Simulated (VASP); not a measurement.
# HgSe (F-43m) in VASP: further runs, part 2 of 3

VASP 6.6.1. Earlier steps stand in the parts before.

## Step 3: Equation of state, PBEsol, 26.38 Å³/atom (volume scaled by 0.94)

INCAR reads:

```
SYSTEM = HgSe
ALGO = Normal
EDIFF = 1E-7
ENCUT = 520
GGA = PS
ISIF = 2
ISMEAR = -1
LASPH = .True.
LCHARG = .False.
LREAL = .False.
LWAVE = .False.
NBANDS = 16
NELM = 60
PREC = Accurate
SIGMA = 0.05
```

KPOINTS reads:

```
k-points
0
Gamma
  8 8 8
  0 0 0
```

POSCAR reads:

```
HgSe
1.0
    0.0000000000      2.9769621844      2.9769621844
    2.9769621844      0.0000000000      2.9769621844
    2.9769621844      2.9769621844      0.0000000000
Hg Se
1 1
Direct
    0.0000000000      0.0000000000      0.0000000000
    0.7500000000      0.7500000000      0.7500000000
```

Potentials or basis: VASP PAW PBE potentials, release 64 (Hg, Se).

Run with:

```bash
> cat potpaw_PBE.64/Hg/POTCAR potpaw_PBE.64/Se/POTCAR > POTCAR
> mpirun -np 1 vasp_std > vasp.out
```

OUTCAR:

```text
SYSTEM = HgSe
   EDIFF = 1E-7
   ENCUT = 520
   GGA = PS
   ISIF = 2
   ISMEAR = -1
   LASPH = .True.
   LREAL = .False.
   NELM = 60
   PREC = Accurate

 Found     29 irreducible k-points:

 Following reciprocal coordinates:
            Coordinates               Weight
  0.000000  0.000000  0.000000      1.000000
  0.125000  0.000000  0.000000      8.000000
  0.250000  0.000000  0.000000      8.000000
  0.375000  0.000000  0.000000      8.000000
  0.500000  0.000000  0.000000      4.000000
  0.125000  0.125000  0.000000      6.000000
   k-points           NKPTS =     29   k-points in BZ     NKDIM =     29   number of bands    NBANDS=     16
   number of dos      NEDOS =    301   number of ions     NIONS =      2
   total plane-waves  NPLWV =  32768
   dimension x,y,z NGX =    32 NGY =   32 NGZ =   32
   dimension x,y,z NGXF=    64 NGYF=   64 NGZF=   64
   ions per type =               1   1
   NGX,Y,Z   is equivalent  to a cutoff of  12.64, 12.64, 12.64 a.u.
   NGXF,Y,Z  is equivalent  to a cutoff of  25.27, 25.27, 25.27 a.u.
 SYSTEM =  HgSe
   PREC   = accura    normal or accurate (medium, high low for compatibility)
   ISTART =      0    job   : 0-new  1-cont  2-samecut
   ICHARG =      2    charge: 1-file 2-atom 10-const
   ISPIN  =      1    spin polarized calculation?
   LNONCOLLINEAR =      F non collinear calculations
   LSORBIT =      F    spin-orbit coupling
   LASPH  =      T    aspherical Exc in radial PAW
   ENCUT  =  520.0 eV  38.22 Ry    6.18 a.u.   7.83  7.83  7.83*2*pi/ulx,y,z
[... 50 lines left out ...]

 val. band max:        2.2613235507   @ k =   0.0000   0.0000   0.0000
 cond. band min:       2.8710723082   @ k =   0.1250   0.0000   0.0000
 fundamental gap:      0.6097487575
 Fermi energy:         2.3094912059

 k-point     1 :       0.0000    0.0000    0.0000
  band No.  band energies     occupation
      1     -11.7271      2.00000
      2      -5.3377      2.00000
      3      -5.3377      2.00000
      4      -5.3377      2.00000
      5      -4.4698      2.00000
      6      -4.4698      2.00000
[... 91 lines left out ...]
      3      -5.2695      2.00000
      4      -5.2695      2.00000
      5      -4.4997      2.00000
      6      -4.4503      2.00000
[... 8 lines left out ...]
     15      12.2769      0.00000
     16      13.6873      0.00000

 [... further k-points ...]
[... 5 lines left out ...]
  --------------------------------------------------------------------------------------
  -------------------------------------------------------------------------------------
  Total        2.0401999      2.0401999      2.0401999      0.0000000     -0.0000000     -0.0000000
  in kB       61.9488639     61.9488639     61.9488639      0.0000000     -0.0000000     -0.0000000
  external PRESSURE =      61.9488639 kB  Pullay stress =       0.0000000 kB

 VOLUME and BASIS-vectors are now :
 -----------------------------------------------------------------------------
  energy-cutoff  :      520.00
  volume of cell :       52.77
      direct lattice vectors                 reciprocal lattice vectors
     0.000000000  2.976962184  2.976962184    -0.167956450  0.167956450  0.167956450
     2.976962184  0.000000000  2.976962184     0.167956450 -0.167956450  0.167956450
     2.976962184  2.976962184  0.000000000     0.167956450  0.167956450 -0.167956450

 POSITION                                       TOTAL-FORCE (eV/Angst)
 -----------------------------------------------------------------------------------
      0.00000      0.00000      0.00000         0.000000     -0.000000      0.000000
      4.46544      4.46544      4.46544        -0.000000      0.000000     -0.000000
 -----------------------------------------------------------------------------------
    total drift:                                0.000000      0.000000      0.000000

  FREE ENERGIE OF THE ION-ELECTRON SYSTEM (eV)
  ---------------------------------------------------
  free  energy   TOTEN  =        -4.7157858706 eV

  energy  without entropy=       -4.7152435765  energy(sigma->0) =       -4.71551472
```

OSZICAR:

```text
N       E                     dE             d eps       ncg     rms          rms(c)
DAV:   1     0.111768254694E+03    0.11177E+03   -0.85464E+03   936   0.101E+03
DAV:   2    -0.105649209927E+01   -0.11282E+03   -0.10534E+03  1056   0.243E+02
DAV:   3    -0.502422120218E+01   -0.39677E+01   -0.39548E+01  1192   0.469E+01
DAV:   4    -0.503984819238E+01   -0.15627E-01   -0.15626E-01  1064   0.292E+00
DAV:   5    -0.503992205105E+01   -0.73859E-04   -0.73859E-04  1216   0.187E-01    0.929E+00
DAV:   6    -0.473513908673E+01    0.30478E+00   -0.50319E-01  1344   0.106E+01    0.703E+00
DAV:   7    -0.471844446793E+01    0.16695E-01   -0.12563E-01  1112   0.267E+00    0.287E+00
DAV:   8    -0.471603276177E+01    0.24117E-02   -0.17916E-02  1040   0.167E+00    0.207E-01
DAV:   9    -0.471578252774E+01    0.25023E-03   -0.13930E-03  1184   0.538E-01    0.731E-02
DAV:  10    -0.471578075771E+01    0.17700E-05   -0.98960E-05  1168   0.105E-01    0.287E-02
DAV:  11    -0.471578833926E+01   -0.75816E-05   -0.36360E-05  1168   0.745E-02    0.189E-02
DAV:  12    -0.471578591615E+01    0.24231E-05   -0.78644E-06  1080   0.409E-02    0.544E-03
DAV:  13    -0.471578587064E+01    0.45515E-07   -0.99828E-07  1104   0.697E-03
   1 F= -.47157859E+01 E0= -.47155147E+01  d E =-.542294E-03
```

Run time: 10 s. Hardware: 1 thread of Intel Xeon Platinum 8488C (Sapphire Rapids), shared host; peak memory 0.18 GiB.

Results:

- Free energy: -4.7158 eV
- Pressure: 6.2 GPa
- Band gap on the k mesh: none (metal or under the smearing width)

Caveat: the PAW data sets were made with another functional, which shifts forces and pressure a little.

## Step 4: Equation of state, PBEsol, 26.94 Å³/atom (volume scaled by 0.96)

INCAR is that of step 3.

KPOINTS is that of step 3.

POSCAR reads:

```
HgSe
1.0
    0.0000000000      2.9979273976      2.9979273976
    2.9979273976      0.0000000000      2.9979273976
    2.9979273976      2.9979273976      0.0000000000
Hg Se
1 1
Direct
    0.0000000000      0.0000000000      0.0000000000
    0.7500000000      0.7500000000      0.7500000000
```

Run with:

```bash
> cat potpaw_PBE.64/Hg/POTCAR potpaw_PBE.64/Se/POTCAR > POTCAR
> mpirun -np 1 vasp_std > vasp.out
```

It took 11 s on 1 thread of Intel Xeon Platinum 8488C (Sapphire Rapids), shared host; peak memory 0.18 GiB.

Results (log left out):

```yaml
Free_energy: -4.7538 eV
Pressure: 4.6 GPa
Band_gap_on_the_k_mesh: none (metal or under the smearing width)
```

Caveat: the PAW data sets were made with another functional, which shifts forces and pressure a little.

## Step 5: Equation of state, PBEsol, 27.51 Å³/atom (volume scaled by 0.98)

INCAR is that of step 4.

KPOINTS is that of step 4.

POSCAR reads:

```
HgSe
1.0
    0.0000000000      3.0186034123      3.0186034123
    3.0186034123      0.0000000000      3.0186034123
    3.0186034123      3.0186034123      0.0000000000
Hg Se
1 1
Direct
    0.0000000000      0.0000000000      0.0000000000
    0.7500000000      0.7500000000      0.7500000000
```

Run with:

```bash
> cat potpaw_PBE.64/Hg/POTCAR potpaw_PBE.64/Se/POTCAR > POTCAR
> mpirun -np 1 vasp_std > vasp.out
```

Wall time 11 s (1 thread of Intel Xeon Platinum 8488C (Sapphire Rapids), shared host); peak memory 0.18 GiB.

Results (log left out):

```
Free energy            : -4.7810 eV
Pressure               : 3.1 GPa
Band gap on the k mesh : none (metal or under the smearing width)
```

Caveat: the PAW data sets were made with another functional, which shifts forces and pressure a little.

## Step 6: Equation of state, PBEsol, 28.63 Å³/atom (volume scaled by 1.02)

INCAR is that of step 5.

KPOINTS is that of step 5.

POSCAR reads:

```
HgSe
1.0
    0.0000000000      3.0591264144      3.0591264144
    3.0591264144      0.0000000000      3.0591264144
    3.0591264144      3.0591264144      0.0000000000
Hg Se
1 1
Direct
    0.0000000000      0.0000000000      0.0000000000
    0.7500000000      0.7500000000      0.7500000000
```

Potentials or basis: VASP PAW PBE potentials, release 64 (Hg, Se).

Run with:

```bash
> cat potpaw_PBE.64/Hg/POTCAR potpaw_PBE.64/Se/POTCAR > POTCAR
> mpirun -np 1 vasp_std > vasp.out
```

Wall time 11 s (1 thread of Intel Xeon Platinum 8488C (Sapphire Rapids), shared host); peak memory 0.18 GiB.

It converged, with:

```
Free energy            : -4.8078 eV
Pressure               : 0.7 GPa
Band gap on the k mesh : none (metal or under the smearing width)
```

Caveat: the PAW data sets were made with another functional, which shifts forces and pressure a little.

## Step 7: Equation of state, PBEsol, 29.19 Å³/atom (volume scaled by 1.04)

INCAR is that of step 6.

KPOINTS is that of step 6.

POSCAR reads:

```
HgSe
1.0
    0.0000000000      3.0789914282      3.0789914282
    3.0789914282      0.0000000000      3.0789914282
    3.0789914282      3.0789914282      0.0000000000
Hg Se
1 1
Direct
    0.0000000000      0.0000000000      0.0000000000
    0.7500000000      0.7500000000      0.7500000000
```

Run with:

```bash
> cat potpaw_PBE.64/Hg/POTCAR potpaw_PBE.64/Se/POTCAR > POTCAR
> mpirun -np 1 vasp_std > vasp.out
```

Wall time 11 s (1 thread of Intel Xeon Platinum 8488C (Sapphire Rapids), shared host); peak memory 0.18 GiB.

The run converged. Its results:

```
Free energy            : -4.8093 eV
Pressure               : -0.3 GPa
Band gap on the k mesh : none (metal or under the smearing width)
```

Caveat: the PAW data sets were made with another functional, which shifts forces and pressure a little.

## Step 8: Equation of state, PBEsol, 29.75 Å³/atom (volume scaled by 1.06)

INCAR is that of step 7.

KPOINTS is that of step 7.

POSCAR reads:

```
HgSe
1.0
    0.0000000000      3.0986033673      3.0986033673
    3.0986033673      0.0000000000      3.0986033673
    3.0986033673      3.0986033673      0.0000000000
Hg Se
1 1
Direct
    0.0000000000      0.0000000000      0.0000000000
    0.7500000000      0.7500000000      0.7500000000
```

Run with:

```bash
> cat potpaw_PBE.64/Hg/POTCAR potpaw_PBE.64/Se/POTCAR > POTCAR
> mpirun -np 1 vasp_std > vasp.out
```

It took 17 s on 1 thread of Intel Xeon Platinum 8488C (Sapphire Rapids), shared host; peak memory 0.21 GiB.

It converged, with:

```yaml
Free_energy: -4.8041 eV
Pressure: -1.2 GPa
Band_gap_on_the_k_mesh: none (metal or under the smearing width)
```

Caveat: the PAW data sets were made with another functional, which shifts forces and pressure a little.

## Step 9: Equation of state, PBEsol

Potentials or basis: VASP PAW PBE potentials, release 64 (Hg, Se).

This step only gathers the single runs of the series.

What came out:

```
Equilibrium volume                      : 29.03 Å³/atom
Bulk modulus                            : 51 GPa
Pressure derivative of the bulk modulus : 5.0
```

Energy against volume, from the lowest point:
```tsv
volume (Å³/atom)	energy (meV/atom)
26.383	46.76
26.944	27.78
27.505	14.16
28.067	5.33
28.628	0.77
29.189	0.00
29.751	2.60
```

Caveat: the PAW data sets were made with another functional, which shifts forces and pressure a little.

## Step 10: Single point, PBE

INCAR reads:

```
PREC     = Accurate       # precision mode
ENCUT    = 520            # plane-wave cutoff, eV
EDIFF    = 1E-7           # SCF threshold, eV
ISMEAR   = -1             # smearing method
SIGMA    = 0.05           # smearing width, eV
LREAL    = F              # projectors in reciprocal space
LASPH    = T              # aspherical terms in the spheres
NELM     = 80             # most SCF steps
ALGO     = Normal         # electronic algorithm
ISIF     = 2              # what is computed and relaxed
LWAVE    = F              # write WAVECAR
LCHARG   = F              # write CHGCAR
GGA      = PE             # functional
NBANDS   = 16             # bands
```

KPOINTS reads:

```
Automatic mesh
0
Gamma
  8 8 8
```

POSCAR reads:

```
HgSe
1.0
    0.0000000000      3.0390000000      3.0390000000
    3.0390000000      0.0000000000      3.0390000000
    3.0390000000      3.0390000000      0.0000000000
Hg Se
1 1
Direct
    0.0000000000      0.0000000000      0.0000000000
    0.7500000000      0.7500000000      0.7500000000
```

Run with:

```bash
> cat potpaw_PBE.64/Hg/POTCAR potpaw_PBE.64/Se/POTCAR > POTCAR
> mpirun -np 1 vasp_std > vasp.out
```

Wall time 17 s (1 thread of Intel Xeon Platinum 8488C (Sapphire Rapids), shared host); peak memory 0.18 GiB.

Results (log left out):

| Quantity | Value |
| --- | --- |
| Free energy | -4.0089 eV |
| Pressure | 5.0 GPa |
| Band gap on the k mesh | none (metal or under the smearing width) |

Levels at points of the mesh, in eV from the Fermi level:
```csv
k point,band 5,band 6,band 7,band 8,band 9,band 10,band 11,band 12,band 13,band 14
"(0.00, 0.00, 0.00)",-6.49,-6.49,-0.99,-0.05,-0.05,-0.05,5.43,5.43,5.43,8.46
"(0.50, 0.00, 0.00)",-6.45,-6.17,-5.59,-1.03,-1.03,1.06,6.20,6.20,6.97,9.20
"(0.50, 0.50, 0.00)",-6.38,-6.12,-5.16,-2.37,-2.37,2.73,2.94,8.44,9.81,9.81
```

The run has no spin-orbit coupling, so splittings on Hg are missing.

## Step 11: Single point, PBE (atoms moved at random, drawn with an rms of 0.05 Å)

INCAR reads:

```
SYSTEM = HgSe
PREC = Accurate
ENCUT = 520
EDIFF = 1E-7
ISMEAR = -1
SIGMA = 0.05
LREAL = .FALSE.
LASPH = .TRUE.
NELM = 80
ALGO = Normal
ISIF = 2
LWAVE = .FALSE.
LCHARG = .FALSE.
GGA = PE
NBANDS = 16
```

KPOINTS reads:

```
regular mesh
0
G
  8 8 8
  0 0 0
```

POSCAR reads:

```
HgSe
1.0
    0.0000000000      3.0390000000      3.0390000000
    3.0390000000      0.0000000000      3.0390000000
    3.0390000000      3.0390000000      0.0000000000
Hg Se
1 1
Direct
    0.0052780000     -0.0082520000      0.0109270000
    0.7544600000      0.7348360000      0.7605280000
```

Potentials or basis: VASP PAW PBE potentials, release 64 (Hg, Se).

Run with:

```bash
> cat potpaw_PBE.64/Hg/POTCAR potpaw_PBE.64/Se/POTCAR > POTCAR
> mpirun -np 1 vasp_std > vasp.out
```

OUTCAR:

```text
SYSTEM = HgSe
   PREC = Accurate
   ENCUT = 520
   EDIFF = 1E-7
   ISMEAR = -1
   LREAL = .FALSE.
   LASPH = .TRUE.
   NELM = 80
   ISIF = 2
   GGA = PE

 ion  position               nearest neighbor table
   1  0.005  0.992  0.011-   2 2.61   2 2.63   2 2.63   2 2.66
   2  0.754  0.735  0.761-   1 2.61   1 2.63   1 2.63   1 2.66

  LATTYP: Found a face centered cubic cell.
 ALAT       =     6.0780000000

  Lattice vectors:

 A1 = (   0.0000000000,   3.0390000000,   3.0390000000)
 A2 = (   3.0390000000,   0.0000000000,   3.0390000000)
 A3 = (   3.0390000000,   3.0390000000,   0.0000000000)

Analysis of symmetry for initial positions (statically):
=====================================================================
 Subroutine PRICEL returns:
 Original cell was already a primitive cell.

 Routine SETGRP: Setting up the symmetry group for a
 face centered cubic supercell.

 Subroutine GETGRP returns: Found  1 space group operations
 (whereof  1 operations were pure point group operations)
[... 183 lines left out ...]
  ext. energy  EPLUGINS =         0.00000000
  ---------------------------------------------------
  free energy    TOTEN  =        -4.00674080 eV

  energy without entropy =       -4.00614302  energy(sigma->0) =       -4.00644191

 E-fermi :   1.8247     XC(G=0):  -9.0575

 val. band max:        1.7719226383   @ k =   0.0000   0.0000   0.0000
 cond. band min:       2.3740615789   @ k =   0.1250   0.1250   0.1250
 fundamental gap:      0.6021389406
 Fermi energy:         1.8247434718

 k-point     1 :       0.0000    0.0000    0.0000
  band No.  band energies     occupation
      1     -11.7131      2.00000
      2      -5.4521      2.00000
      3      -5.4223      2.00000
      4      -5.3786      2.00000
      5      -4.6698      2.00000
      6      -4.6691      2.00000
[... 737 lines left out ...]
      3      -5.2546      2.00000
      4      -4.9833      2.00000
      5      -4.6525      2.00000
      6      -4.6156      2.00000
[... 8 lines left out ...]
     15      12.4741      0.00000
     16      13.1934      0.00000

 [... further k-points ...]
[... 5 lines left out ...]
  --------------------------------------------------------------------------------------
  -------------------------------------------------------------------------------------
  Total        1.7657052      1.7706689      1.7651019     -0.1600303     -0.1511740     -0.0143110
  in kB       50.3972316     50.5389064     50.3800110     -4.5676269     -4.3148475     -0.4084694
  external PRESSURE =      50.4387164 kB  Pullay stress =       0.0000000 kB

 VOLUME and BASIS-vectors are now :
 -----------------------------------------------------------------------------
  energy-cutoff  :      520.00
  volume of cell :       56.13
      direct lattice vectors                 reciprocal lattice vectors
     0.000000000  3.039000000  3.039000000    -0.164527805  0.164527805  0.164527805
     3.039000000  0.000000000  3.039000000     0.164527805 -0.164527805  0.164527805
     3.039000000  3.039000000  0.000000000     0.164527805  0.164527805 -0.164527805

 POSITION                                       TOTAL-FORCE (eV/Angst)
 -----------------------------------------------------------------------------------
      3.04713      0.04925      3.02996        -0.088543     -0.005757     -0.093760
      4.54441      4.60405      4.52597         0.088543      0.005757      0.093760
 -----------------------------------------------------------------------------------
    total drift:                                0.000157      0.000033     -0.000154

  FREE ENERGIE OF THE ION-ELECTRON SYSTEM (eV)
  ---------------------------------------------------
  free  energy   TOTEN  =        -4.0067408020 eV

  energy  without entropy=       -4.0061430189  energy(sigma->0) =       -4.00644191
```

Run time: 2.2 min. Hardware: 1 thread of Intel Xeon Platinum 8488C (Sapphire Rapids), shared host; peak memory 0.36 GiB.

What came out:

```yaml
Free_energy: -4.0067 eV
Pressure: 5.0 GPa
Largest_force: 0.129 eV/Å
Band_gap_on_the_k_mesh: none (metal or under the smearing width)
```

Forces in eV/Å, atoms in the order of the input:
```
Hg  -0.089 -0.006 -0.094
Se   0.089  0.006  0.094
```

Stress tensor (GPa, compression positive):
```
 5.04 -0.46 -0.04
-0.46  5.05 -0.43
-0.04 -0.43  5.04
```

Spin-orbit coupling is left out, which matters for the levels of Hg.

(Part 2 of 3 ends here.)
